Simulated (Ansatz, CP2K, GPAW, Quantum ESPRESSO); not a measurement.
## Equation of state of CoAl under LDA

The structure is cubic, space group Pm-3m (No. 221). Conventional cell: a = 2.819 Å, b = 2.819 Å, c = 2.819 Å, α = 90.00°, β = 90.00°, γ = 90.00°. Co (site symmetry m-3m) is surrounded by 8 Al at 2.44 Å. Al (site symmetry m-3m) is surrounded by 8 Co at 2.44 Å.

The cell is a database's computed one, not the measured one.

The cell was scaled at fixed shape and fractions and run with CP2K, GTH_POTENTIALS Co GTH-PADE-q17, Al GTH-PADE-q3; TZVP-MOLOPT-PBE-GTH basis; LDA, k mesh 9 × 9 × 9 on the cell of 2 atoms, fermi-dirac occupations of 0.01 eV, collinear spin, ferromagnetic start, no spin-orbit coupling. Energies are those that the program minimises, any entropy of the smearing included. For a metal such a mesh isn't converged to the digits shown. The magnetic state is the one that the start led to, which needn't be the lowest.

| V (Å³/atom) | energy over the lowest row (meV/atom) |
| --- | --- |
| 10.5334 | 3.97 |
| 10.7575 | 0.00 |
| 10.9817 | 2.26 |
| 11.2058 | 10.11 |
| 11.4299 | ? |
| 11.6540 | 40.35 |
| 11.8781 | 61.82 |

Fit the third-order Birch-Murnaghan form, give V0, B0 and B′, and predict the energy left open.

With y = (V0/V)^(2/3), E = E0 + (9 V0 B0/16) [(y - 1)³ B′ + (y - 1)² (6 - 4y)]. Least squares through the rows shown give V0 = 10.7846 Å³/atom, E0 = -0.04 meV, B0 = 210.8 GPa (1 eV/Å³ = 160.218 GPa) and B′ = 4.12, with a largest miss of 0.02 meV. At V = 11.4299 the form with these constants gives 22.96 meV; the run gave 22.96 meV an atom. Other set-ups at this level, from all their volumes (Å³/atom, GPa): GPAW, the program's PAW data sets (release 1.2.1) made for this functional: V0 10.980, B0 209.6; Ansatz, all-electron LAPW, scalar-relativistic: V0 10.893, B0 207.4; Quantum ESPRESSO, GBRV 1.5 LDA: V0 10.906, B0 208.6.
